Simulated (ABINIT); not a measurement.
The system is BP.

```
P B
1.0
     0.00000    2.26900    2.26900
     2.26900    0.00000    2.26900
     2.26900    2.26900    0.00000
P B
1 1
Cartesian
  3.4035 3.4035 3.4035
  0.0000 0.0000 0.0000
```

Base run:

* Program: ABINIT 10.8.3 (patched build)
* Functional: rPW86PBE
* Potentials or basis: JTH PAW PBE v2.0
* Cutoff: 544 eV
* k mesh: 10 × 10 × 10
* Occupations: fermi-dirac, width 0.05 eV
* Spin: no spin polarisation

Its results: band gap on the k mesh 1.46 eV, indirect (least direct gap 3.50 eV); pressure 4.3 GPa.

Problem. The run is repeated on the same cell with these changes: functional from rPW86PBE to WC. What comes out?

Solution. Band gap on the k mesh 1.16 eV, indirect (least direct gap 3.38 eV); pressure -1.8 GPa.

Caveats: the PAW data sets were made with another functional, which shifts forces and pressure a little.
